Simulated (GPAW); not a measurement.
# Ge (I4_1/amd) in GPAW: single point with r2SCAN

Aim: the single point of Ge with r2SCAN.

All numbers are computed with GPAW 26.7.0; they aren't measurements. Logs are shortened: lines on timing, memory, paths and dates and some standing lists are left out, and cuts for length are marked. The log counts tension as positive stress, the text compression.

**1. Starting point**

The structure is tetragonal, space group I4_1/amd (No. 141). Conventional cell: a = 5.149 Å, b = 5.149 Å, c = 2.795 Å, α = 90.00°, β = 90.00°, γ = 90.00°. Ge (site symmetry -4m2) is surrounded by 6 Ge at 2.67 to 2.79 Å.

This isn't the form of Ge at room conditions, which is diamond.

**2. Single point, r2SCAN**

File run.py:

```python
from ase.dft.bandgap import bandgap
from ase.io import read, write
from ase.units import GPa
from gpaw import GPAW, PW

atoms = read('Ge.cif')

calc = GPAW(mode=PW(450),
            xc='MGGA_X_R2SCAN+MGGA_C_R2SCAN',
            kpts={'size': (9, 9, 9), 'gamma': True},
            occupations={'name': 'fermi-dirac', 'width': 0.05},
            nbands=11,
            maxiter=120,
            txt='gpaw.txt')
atoms.calc = calc
energy = atoms.get_potential_energy()
forces = atoms.get_forces()
stress = atoms.get_stress()
calc.write('gs.gpw')
write('result.traj', atoms)
print(f'Energy: {energy:.6f} eV')
print('Forces (eV/A):')
print(forces.round(4))
print('Stress (GPa):', (stress / GPa).round(3))
print('Fermi level:', round(calc.get_fermi_level(), 4), 'eV')
print(f'Gap: {bandgap(calc)[0]:.4f} eV, direct: {bandgap(calc, direct=True)[0]:.4f} eV')
```

File Ge.cif:

```cif
data_Ge
_cell_length_a 3.89984060
_cell_length_b 3.89984060
_cell_length_c 3.89984060
_cell_angle_alpha 97.37698365
_cell_angle_beta 97.37698365
_cell_angle_gamma 138.00520065
_space_group_name_H-M_alt 'P1'
_space_group_name_Hall 'P 1'
_space_group_IT_number 1
loop_
_space_group_symop_operation_xyz
'x,y,z'
loop_
_atom_site_label
_atom_site_type_symbol
_atom_site_symmetry_multiplicity
_atom_site_Wyckoff_symbol
_atom_site_fract_x
_atom_site_fract_y
_atom_site_fract_z
_atom_site_occupancy
Ge1 Ge 1 a 0.5000000000 0.5000000000 0.0000000000 1
Ge2 Ge 1 a 0.2500000000 0.7500000000 0.5000000000 1
```

Potentials or basis: GPAW PAW data sets (gpaw-data 1.2.1), pw.

On the command line:

```sh
$ OMP_NUM_THREADS=1 python run.py
```

gpaw.txt:

```text
__  _  _
 | _ |_)|_||  |
 |__||  | ||/\| - 26.7.0

Input parameters:
  mode=PW(ecut=450.00000000000006),
  kpts=MonkhorstPack(size=(9, 9, 9), gamma=True),
  maxiter=120,
  nbands=11,
  occupations=Occupations(name='fermi-dirac', width=0.05),
  xc=XC(name='MGGA_X_R2SCAN+MGGA_C_R2SCAN')

Diagonalizing LCAO Hamiltonian
Converting LCAO to pw mode

       Ge

            Ge

Atoms  # Å, Bohr magnetons
|   | symbol |         x |        y |        z |    initial magnetic moments |
|---|--------|-----------|----------|----------|-----------------------------|
| 0 |     Ge |  0.500729 | 1.304620 | 0.000000 | ( 0.0000,  0.0000,  0.0000) |
| 1 |     Ge | -1.449192 | 1.304620 | 1.820439 | ( 0.0000,  0.0000,  0.0000) |

Unit cell  # Å
| periodic |         x |         y |        z |  lengths |     angles |
|----------|-----------|-----------|----------|----------|------------|
|      yes |  3.899841 |  0.000000 | 0.000000 | 3.899841 |  97.376984 |
|      yes | -2.898383 |  2.609240 | 0.000000 | 3.899841 |  97.376984 |
|      yes | -0.500729 | -1.304620 | 3.640878 | 3.899841 | 138.005201 |

Number of symmetries: 8
Symmetry operations  # r_c * U_cc + t_c -> r_c
|   | kind |            matrix            |
|---|------|------------------------------|
| 0 |  σ   |  1, 1, 1,  0, 0,-1,  0,-1, 0 |
| 1 |  E   |  1, 0, 0,  0, 1, 0,  0, 0, 1 |
| 2 |  C2  |  0, 1, 0,  1, 0, 0, -1,-1,-1 |
| 3 |  S4  |  0, 0, 1, -1,-1,-1,  0, 1, 0 |
| 4 |  σ   |  0, 0,-1,  1, 1, 1, -1, 0, 0 |
| 5 |  C2  |  0,-1, 0, -1, 0, 0,  0, 0,-1 |
| 6 |  C2  | -1, 0, 0,  0,-1, 0,  1, 1, 1 |
| 7 |  S4  | -1,-1,-1,  0, 0, 1,  1, 0, 0 |

BZ-sampling:
  Number of BZ points: 729
  Number of IBZ points: 75

  Monkhorst-Pack size: [9, 9, 9]
  Monkhorst-Pack shift: [0, 0, 0]

K-points  # in reciprocal-cell coordinates
|     |                                coordinates |     weight |
|-----|--------------------------------------------|------------|
|   0 | (  0.00000000,   0.00000000,   0.00000000) | 0.00137174 |
|   1 | (  0.11111111,  -0.11111111,   0.00000000) | 0.00548697 |
|   2 | (  0.11111111,  -0.11111111,   0.11111111) | 0.00548697 |
|   3 | (  0.11111111,   0.00000000,   0.00000000) | 0.01097394 |
|   4 | (  0.11111111,   0.11111111,  -0.11111111) | 0.00274348 |
|   5 | (  0.22222222,  -0.22222222,   0.00000000) | 0.00548697 |
|   6 | (  0.22222222,  -0.22222222,   0.11111111) | 0.01097394 |
|   7 | (  0.22222222,  -0.22222222,   0.22222222) | 0.00548697 |
|   8 | (  0.22222222,  -0.11111111,   0.00000000) | 0.02194787 |
|   9 | (  0.22222222,  -0.11111111,   0.11111111) | 0.01097394 |
| ... |                                            |            |
|  74 | (  0.44444444,   0.44444444,   0.44444444) | 0.01097394 |

Plane wave coefficients: 812
Cutoff: 450.00000000000006 eV

Spin-components: 1 (collinear spins)
Bands:           11
Projectors:      10
Spin-degeneracy: 2
Datatype:        complex128

Parallelization:
  kpt:    1
  domain: 1
  band:   1

Density:
  Valence electrons: 8.0
  Components: 1
  Grid points: [20 20 20]
  Charge: 0.0  # |e|

Potential:
  Grid points: [20 20 20]

species:
  Ge:
    name:    Germanium
    Z:       32.0
    valence: 4
    core:    28
    charge:  0.0  # [|e|]
    compensation charges:
      type: gauss
      rc: 0.32  # [Å]
      lmax: 2
    cutoffs:
      filter: 1.77  # [Å]
      core: 3.42  # [Å]
    projectors
    | kind |    occ | energy [eV] | rcut [Å] |
    |------|--------|-------------|----------|
    |   4s |  2.000 |     -11.726 |    1.005 |
    |   4p |  2.000 |      -3.896 |    1.005 |
    |    s |        |      15.485 |    1.005 |
    |    p |        |      23.315 |    1.005 |
    |    d |        |       0.000 |    1.005 |

    Using partial waves for Ge as LCAO basis

Reference energy: -114195.275705  # eV

eigensolver:
  PPCG
  Converge bands: occupied
  niter=2

density mixing:
  MSR1-Mixer
  Pratt-step length: 0.05
  Maximum mixing coefficient: 0.75
  Old densities: 10
  SVD Regularization: 0.005
  Good broyden scale: 1.0
  Trust region scale: 1.0
  Backstep threshold: 4.0
  History deletion threshold: 6.0
  Fourier metric: weight=20.0, sigma=0.015

occupation numbers:
  Fermi-Dirac:
    width: 0.0500  # eV

poisson solver:
  ecut: 3600.0000000000005  # eV

xc functional:
  name: MGGA_X_R2SCAN+MGGA_C_R2SCAN with 2 nearest neighbor stencil

convergence criteria:
- Maximum [total energy] change in last 3 cyles: 0.0005 eV / valence electron
- Maximum integral of absolute [dens]ity change: 0.0001 electrons / valence electron
- Maximum integral of absolute [eigenst]ate change: 4e-08 eV^2 / valence electron
maximum number of iterations: 120

SCF iterations
|iter     | |      energy | eigst |  dens |
|---------|-|-------------|-------|-------|
|iter:   1| |  -25.007317 | -0.67 |       |
|iter:   2| |  -24.197497 | -2.32 | -1.20 |
|iter:   3| |-3462.354929 | +3.15 | -1.17 |
|iter:   4| |  -22.894116 | +2.03 | +1.17 |
|iter:   5| |  -24.260547 | -0.74 | -1.34 |
|iter:   6| |  -24.259970 | -2.95 | -1.72 |
|iter:   7| |  -24.259952c| -3.44 | -1.87 |
|iter:   8| |  -24.259954c| -5.67 | -2.72 |
|iter:   9| |  -24.259951c| -6.86 | -2.92 |
|iter:  10| |  -24.259950c| -7.65c| -3.15 |
|iter:  11| |  -24.259950c| -7.41c| -3.31 |
|iter:  12| |  -24.259949c| -7.68c| -3.59 |
|iter:  13| |  -24.259949c| -7.45c| -3.97 |
|iter:  14| |  -24.259949c| -7.86c| -4.33c|

Converged in 14 steps
Energy contributions relative to reference atoms: (reference = -114195.275705)

Energy contributions:
  Kinetic:          16.550108
  Coulomb:         -14.133506
  Zero:             -0.047805
  External:          0.000000
  Xc:              -26.625952
  Entropy:          -0.005590
  Spinorbit:         0.000000
  ----------------------------
  Free energy:     -24.262745
  Extrapolated:    -24.259949

dipole moment: (-5.120515, 6.851023, -11.883702)  # |e|*Ang

Fermi level: 7.902
Eigenvalues  # (at kpt = [0.000, 0.000, 0.000])
| band index |      eig [eV] | occ [0-2] |
|------------|---------------|-----------|
|          0 |        -6.057 |     2.000 |
|          1 |         3.732 |     2.000 |
|          2 |         5.341 |     2.000 |
|          3 |         5.342 |     2.000 |
|          4 |        11.622 |     0.000 |
|          5 |        15.874 |     0.000 |
|          6 |        15.875 |     0.000 |
|          7 |        16.440 |     0.000 |
|          8 |        16.675 |     0.000 |
|          9 |        19.781 |     0.000 |
|         10 |        20.685 |     0.000 |

No gap
No difference between direct/indirect transitions

Forces  # eV/Ang
|        x |       y |       z |
|----------|---------|---------|
| -0.00000 | 0.00000 | 0.00000 |  # Ge   0
|  0.00000 | 0.00000 | 0.00000 |  # Ge   1

Stress tensor  # eV/Ang^3
|         x |         y |         z |
|-----------|-----------|-----------|
| -0.000816 | -0.000714 | -0.000000 |
| -0.000714 | -0.002401 | -0.000000 |
| -0.000000 | -0.000000 | -0.000542 |

# Writing to gs.gpw (mode='')
```

It took 41 s on 1 thread of Arm Neoverse V2, shared host; peak memory 0.18 GiB.

Results:

- Free energy: -24.2627 eV
- Pressure: 0.2 GPa
- Band gap on the k mesh: none (metal or under the smearing width)

Stress tensor (GPa, compression positive):
```
0.13 0.11 0.00
0.11 0.38 0.00
0.00 0.00 0.09
```

Levels at points of the mesh, in eV from the Fermi level:
| k point | band 2 | band 3 | band 4 | band 5 | band 6 | band 7 |
| --- | --- | --- | --- | --- | --- | --- |
| (0.00, 0.00, 0.00) | -4.17 | -2.56 | -2.56 | 3.72 | 7.97 | 7.97 |

Caveat: the cutoff is short for stress and forces, so pressures can be off by a GPa or more; the PAW data sets were made with another functional, which shifts forces and pressure a little.
